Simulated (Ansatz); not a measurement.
Mn, bcc type; equations of state without spin from Ansatz PAW hard set, 700 eV.

PBE (k-mesh 28³, smearing 0.061 eV) gives V₀ = 10.779 Å³/atom and B₀ = 278 GPa.

Question: What does r²SCAN give (700 eV, k-mesh 17³, smearing 0.1 eV)?

Answer: V₀ = 10.519 Å³/atom (-2.4 %) and B₀ = 303 GPa (+9 %).

This cubic structure is a model: it isn't the usual form of the substance at ambient conditions, and such phases are metastable or hypothetical. The k-mesh is modest, so these values aren't fully converged in k. Spin polarisation is left out, and a magnetic state may lie lower. Potentials made with PBE were used with another functional (at least in: Ansatz PAW hard set, 700 eV (r²SCAN)).
